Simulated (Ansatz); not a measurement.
Ti:

```xyz
2
Lattice="2.9500 0.0000 0.0000 -1.4750 2.5548 0.0000 0.0000 0.0000 4.6800" Properties=species:S:1:pos:R:3 pbc="T T T"
Ti    1.4750    0.8516    3.5100
Ti    0.0000    1.7032    1.1700
```

Below is the output of Ansatz 0.2.0 for this cell. Logs are shortened: lines on timing, memory, paths and dates and some standing lists are left out, and cuts for length are marked.

```text
Warning: RAYON_NUM_THREADS=1 ignored (pool sized by the plan → 1); use --threads N
LAPW: plane waves up to 7.138 Å⁻¹, error target 3.0e-3 eV per atom; small_component_spin mean_spin; Ti in spheres of 1.447 Å, 12 of its electrons in bands, Dirac shells [] (how accurate: hamiltonian.pseudopotentials.lapw.basis_error, Limitations)
Engine: ansatz 0.2.0, x86_64-unknown-linux-gnu
Pseudopotentials: kind: all_electron
Pseudopotential: Ti, LAPW, valence charge 12, lapw/all_electron/scalar/gaussian/Ti, Koelling and Harmon's equation, gaussian nucleus
Functional definition: PBE
  parameter kappa = 0.804
  parameter beta = 0.06672455060314922
  exchange = pbe_x(kappa = kappa, mu = beta*pi^2/3)
  correlation = pbe_c(beta = beta)
Crystal: 2 atoms, lattice volume = 35.271 Å³
Basis set: ecut = 194.09575793470114 eV, 221 PW (Γ), exchange–correlation at level 2
Bands: 16, of which v1, the nominal top of the filled ones, is band 12 counted from 1 (11 counted from 0)
Symmetry: 24 space group operations
Space group: P63/mmc (ITA 194), of the structure as read, at distance tolerance 3.3e-5 Å
k-points: 8 of 32
Non-local potential: Ti, projectors of the file, none
Initial density: superposition of atomic densities (chi_scale 0.1, normalization cell)
Initial wavefunctions: plane waves of lowest kinetic energy (no species holds an atomic orbital)
Functional: x = pbe(κ = 0.804, μ = 0.2195149727645171), c = pbe(β = 0.06672455060314922)
iter 1 solved again at ethr=7.18e-4 eV; its pass at ethr=1.00e-1 eV (dr2=1.72e-1 eV) is discarded
SCF iter   1: F=—  HF=-46466.964895 eV  |F-HF|=—  |Δ(HF+E_count)|=         —  Δρ=2.54e-2  dr2=1.74e-1  ethr=7.18e-4  ⟨swp⟩=2.6  Hψ=910  notcnv=0
preconditioner: auto → none  [insulator: Δε(μ)=0.289 eV  Ē_g=3.070 eV  σ=0.040 eV  W_gap=0.66  n_scr=8 (ndim 8)  ℏωp=17.7 eV  f_vac=0.000  D(μ)=4.19/eV (n_scr^D=54)  ε∞_Penn≈34.2]
iter 2 solved again at ethr=3.44e-5 eV; its pass at ethr=7.18e-4 eV (dr2=8.26e-3 eV) is discarded
SCF iter   2: F=—  HF=-46466.634533 eV  |F-HF|=—  |Δ(HF+E_count)|=   3.30e-1  Δρ=4.79e-3  dr2=8.25e-3  ethr=3.44e-5  ⟨swp⟩=2.0  Hψ=732  notcnv=0
SCF iter   3: F=—  HF=-46466.610759 eV  |F-HF|=—  |Δ(HF+E_count)|=   2.38e-2  Δρ=4.09e-3  dr2=4.78e-3  ethr=3.44e-5  ⟨swp⟩=3.0  Hψ=457  notcnv=0
SCF iter   4: F=—  HF=-46466.610221 eV  |F-HF|=—  |Δ(HF+E_count)|=   5.38e-4  Δρ=5.04e-4  dr2=6.29e-5  ethr=1.99e-5  ⟨swp⟩=2.0  Hψ=401  notcnv=0
SCF iter   5: F=—  HF=-46466.610244 eV  |F-HF|=—  |Δ(HF+E_count)|=   2.33e-5  Δρ=7.26e-5  dr2=1.36e-6  ethr=2.62e-7  ⟨swp⟩=2.1  Hψ=402  notcnv=0
SCF iter   6: F=-46466.610244 eV  HF=-46466.610244 eV  |F-HF|=6.62e-9  |Δ(HF+E_count)|=   3.30e-7  Δρ=3.00e-6  dr2=1.98e-9  ethr=5.65e-9  ⟨swp⟩=3.0  Hψ=424  notcnv=0
SCF 1 converged in 6 iterations: F = -46466.610244 eV  dr2 = 1.98e-9
SCF converged after 6 iterations
Free energy (F): -46466.610244 eV
Harris-Foulkes:  -46466.610244 eV  (|F-HF|=6.62e-9)
Internal energy: -46466.590711 eV  (E = F + TS)
E sigma→0 (E₀):  -46466.600478 eV
Entropy (-TS):   -0.019533 eV (-9.766 meV/atom)
Fermi energy:    13.405475 eV
--- Per-component energies (eV) ---
  E_band       = -310.873664
  E_kinetic    = 46914.381416
  E_xc         = -2295.707175
  E_electrostatic = -91085.264952  (all electrons and nuclei)
  E_smearing   = -0.019533  (= −TS)
  E_closure    = 0.000000  (closes the sum)
  E_atoms      = -46453.242101  (free atoms, spherical and without spin; not in F)
  Σ components = -46466.610244   (vs F -46466.610244, Δ=0.00e0)
  Basis errors (estimates in eV, not in F): energy 3.5e-4 per atom: plane waves 2.3e-4 (1.2e-4 summed), levels above the bands 1.3e-20, relativity 3.0e-8, radial functions 1.2e-4, core shells 2.4e-8; eigenvalues (radial functions only) 2.9e-6; not estimated: angular momenta, meshes, grids; target (lapw.basis_error) 3.0e-3; muffin-tin radii Ti 1.447 Å
--- Forces (eV/Å), atoms counted from 1 ---
  atom   1  Ti    -0.00000000    -0.00000000     0.00000000
  atom   2  Ti     0.00000000     0.00000000    -0.00000000
  max |Σ_I F_I| component: 2.78e-17 eV/Å
--- Stress (GPa, compression-positive) ---
       -0.833986       0.000000      -0.000000
        0.000000      -0.833986       0.000000
       -0.000000       0.000000      -2.334575
  P = ⅓ Tr σ = -1.3342 GPa (-13.342 kbar)
--- Band table (eV; the first three rows and the last of 8) ---
  k-point 0: bands = ["-43.2743", "-43.1451", "-19.8791", "-19.2404", "-19.2404", "-19.2033", "-19.1443", "-19.1443", "7.3990", "10.9090", "14.2481", "14.3431", "14.3431", "14.4208", "14.8302", "14.8302"]
  k-point 1: bands = ["-43.2101", "-43.2101", "-19.5479", "-19.5479", "-19.1924", "-19.1924", "-19.1924", "-19.1924", "9.2313", "9.2313", "13.6268", "13.6268", "14.2490", "14.2490", "14.2490", "14.2490"]
  k-point 2: bands = ["-43.2240", "-43.1278", "-19.7606", "-19.4654", "-19.3683", "-19.3112", "-19.2591", "-19.1769", "8.9773", "11.8385", "12.6278", "13.1542", "14.2743", "14.5217", "14.5937", "15.4542"]
  k-point 7: bands = ["-43.1418", "-43.1418", "-19.6965", "-19.6965", "-19.4293", "-19.4293", "-19.2839", "-19.2839", "11.6006", "11.6006", "12.9970", "12.9970", "13.4332", "13.4332", "15.0819", "15.0819"]
```

What input gives this log?

Single point with PBE, no spin polarisation. The files as run (others can give the same):

input.yaml
```yaml
crystal:
  lattice:
    - [2.95, 0.0, 0.0]
    - [-1.475, 2.5547749412, 0.0]
    - [0.0, 0.0, 4.68]
  atoms:
    - { symbol: Ti, position: [0.6666666667, 0.3333333333, 0.75] }
    - { symbol: Ti, position: [0.3333333333, 0.6666666667, 0.25] }
kpoints:
  mp_grid: { grid: [4, 4, 2] }
scf:
  occupations: { method: fermi_dirac, width: 0.04 }
hamiltonian:
  xc: pbe
  pseudopotentials: { kind: all_electron, lapw: { basis_error: 0.003 } }
output:
  forces: true
  stress: true
  eigenvalues: true
```

Potentials or basis: all-electron LAPW, scalar-relativistic.
Launch:
```console
$ ansatz run input.yaml --threads 1 --pin off --max-ram 3072MiB --backend cpu --events-out ev --progress --plain --runs-dir out
```

Caveat: the k mesh is coarse (spacing up to 0.67 Å⁻¹), so the values aren't converged; the k mesh is thin for a metal, which can move the energy by tens of meV per atom.
